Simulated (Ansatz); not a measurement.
# TePt under changes of volume

One of the cells (22.651 Å³/atom); the others are scaled copies at fixed shape and fractional positions:

```
Pt Te
1.0
     1.98157    1.14406    6.66103
    -1.98157    1.14406    6.66103
     0.00000   -2.28812    6.66103
Pt Te
2 2
Direct
  0.12967 0.12967 0.12967
  0.87033 0.87033 0.87033
  0.40200 0.40200 0.40200
  0.59800 0.59800 0.59800
```

```yaml
Program: Ansatz 0.2.0
Functional: LDA
Potentials_or_basis: Ansatz PAW
Cutoff: "420 eV (not typed: the program's choice for these potentials)"
k_mesh: 8 × 8 × 8
Occupations: fermi-dirac, width 0.05 eV
Spin: no spin polarisation
```

| volume (Å³/atom) | energy over the lowest point (meV/atom) | pressure (GPa) | largest force (eV/Å) |
| --- | --- | --- | --- |
| 21.292 | 16.28 | 6.3 | 0.745 |
| 21.745 | ? | ? | ? |
| 22.198 | 0.00 | -0.2 | 0.219 |
| 22.651 | 4.47 | -2.9 | 0.208 |
| 23.104 | 16.04 | -5.2 | 0.314 |
| 23.557 | 33.87 | -7.3 | 0.522 |
| 24.010 | 57.20 | -9.1 | 0.711 |

Task: What does the run at 21.745 Å³/atom give?

Result: Energy over the lowest point 3.58 meV/atom; pressure 2.8 GPa; largest force 0.441 eV/Å.

Worked out: A Birch-Murnaghan fit of order 3 (a polynomial in V^(-2/3)) to the other rows has its minimum at 22.16 Å³/atom with B0 = V·E''(V) = 140 GPa and B' = 5.2 at fixed shape and positions, which overstates the stiffness. It gives 3.57 meV/atom at 21.745 Å³/atom, against the run's 3.58, and -dE/dV = 2.8 GPa, against 2.8.

Energies are extrapolated to zero smearing.

Caveats: the PAW data sets come from PBE, with cores solved anew for the run's functional, which leaves a small shift of forces and pressure.
